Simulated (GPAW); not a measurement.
The system is InP.

```
CELL_PARAMETERS angstrom
0.00000 2.93050 2.93050
2.93050 0.00000 2.93050
2.93050 2.93050 0.00000
ATOMIC_POSITIONS crystal
In 0.00000 0.00000 0.00000
P 0.75000 0.75000 0.75000
```

Base run:

```yaml
Program: GPAW 26.7.0
Functional: PBE
Potentials_or_basis: GPAW PAW data sets (gpaw-data 1.2.1)
Cutoff: 600 eV
Basis: pw
k_mesh: 8 × 8 × 8
Occupations: fermi-dirac, width 0.05 eV
Spin: no spin polarisation
```

Its results: band gap on the k mesh 0.71 eV, direct; pressure 3.0 GPa.

**Question.** After a change of settings the same cell gave: band gap on the k mesh 0.81 eV, direct; pressure 4.4 GPa. Which change was it?
A. occupations from fermi-dirac, width 0.05 eV to gaussian, width 0.011 eV
B. functional from PBE to PBEsol; potentials or basis from GPAW PAW data sets (gpaw-data 1.2.1) to PAW data sets generated in the run's folder for this functional
C. functional from PBE to revPBE; potentials or basis from GPAW PAW data sets (gpaw-data 1.2.1) to the program's PAW data sets (release 1.2.1) made for this functional

**Answer.** C.

Caveats: spin-orbit coupling is left out, which moves the levels of the heavy elements.
